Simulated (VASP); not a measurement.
Here is a VASP 6.6.1 calculation.

The input POSCAR:

```
Al
1.0
    0.0000000000      2.0248050000      2.0248050000
    2.0248050000      0.0000000000      2.0248050000
    2.0248050000      2.0248050000      0.0000000000
Al
1
Direct
    0.0000000000      0.0000000000      0.0000000000
```

The input INCAR.step1:

```
SYSTEM = Al
PREC     = Accurate       ! precision mode
ENCUT    = 520            ! plane-wave cutoff, eV
EDIFF    = 1E-5           ! SCF threshold, eV
ISMEAR   = -1             ! smearing method
SIGMA    = 0.05           ! smearing width, eV
LREAL    = .FALSE.        ! projectors in reciprocal space
LASPH    = .TRUE.         ! aspherical terms in the spheres
NELM     = 60             ! most SCF steps
ALGO     = Normal         ! electronic algorithm
ISIF     = 2              ! what is computed and relaxed
LWAVE    = .TRUE.         ! write WAVECAR
LCHARG   = .FALSE.        ! write CHGCAR
NBANDS   = 8              ! bands
GGA      = PE             ! functional
```

Contents of INCAR.step2:

```
SYSTEM = Al
PREC     = Accurate       ! precision mode
ENCUT    = 520            ! plane-wave cutoff, eV
EDIFF    = 1E-6           ! SCF threshold, eV
ISMEAR   = -1             ! smearing method
SIGMA    = 0.05           ! smearing width, eV
LREAL    = .FALSE.        ! projectors in reciprocal space
LASPH    = .TRUE.         ! aspherical terms in the spheres
NELM     = 60             ! most SCF steps
ALGO     = Normal         ! electronic algorithm
ISIF     = 2              ! what is computed and relaxed
LWAVE    = .FALSE.        ! write WAVECAR
LCHARG   = .FALSE.        ! write CHGCAR
GGA      = PS             ! functional
LHFCALC  = .TRUE.         ! exact exchange
HFSCREEN = 0.2            ! screening, 1/A
PRECFOCK = Fast         
NBANDS   = 8              ! bands
ISTART   = 1
```

The input KPOINTS:

```
Automatic mesh
0
G
  6 6 6
  0 0 0
```

Contents of KPOINTS_OPT:

```
path GXWKGLUWLK,UX
8
line-mode
reciprocal
 0.0000000000  0.0000000000  0.0000000000  G
 0.5000000000  0.0000000000  0.5000000000  X

 0.5000000000  0.0000000000  0.5000000000  X
 0.5000000000  0.2500000000  0.7500000000  W

 0.5000000000  0.2500000000  0.7500000000  W
 0.3750000000  0.3750000000  0.7500000000  K

 0.3750000000  0.3750000000  0.7500000000  K
 0.0000000000  0.0000000000  0.0000000000  G

 0.0000000000  0.0000000000  0.0000000000  G
 0.5000000000  0.5000000000  0.5000000000  L

 0.5000000000  0.5000000000  0.5000000000  L
 0.6250000000  0.2500000000  0.6250000000  U

 0.6250000000  0.2500000000  0.6250000000  U
 0.5000000000  0.2500000000  0.7500000000  W

 0.5000000000  0.2500000000  0.7500000000  W
 0.5000000000  0.5000000000  0.5000000000  L

 0.5000000000  0.5000000000  0.5000000000  L
 0.3750000000  0.3750000000  0.7500000000  K

 0.6250000000  0.2500000000  0.6250000000  U
 0.5000000000  0.0000000000  0.5000000000  X
```

Potentials or basis: VASP PAW PBE potentials, release 64 (Al).

The run is started by

```sh
$ cat potpaw_PBE.64/Al/POTCAR > POTCAR
$ cp INCAR.step1 INCAR
$ mpirun -np 1 vasp_std > vasp.out
$ cp INCAR.step2 INCAR
$ mpirun -np 1 vasp_std > vasp.out
```

(1) What does it give for the pressure?

(2) What does it give for the band gap along the path?

## Answers

(1) -1.9 GPa.

(2) none (metal or under the smearing width).

Caveat: the k mesh is coarse (spacing up to 0.45 Å⁻¹), so the values aren't converged, least of all with exact exchange; the PAW data sets were made with another functional, which shifts forces and pressure a little.
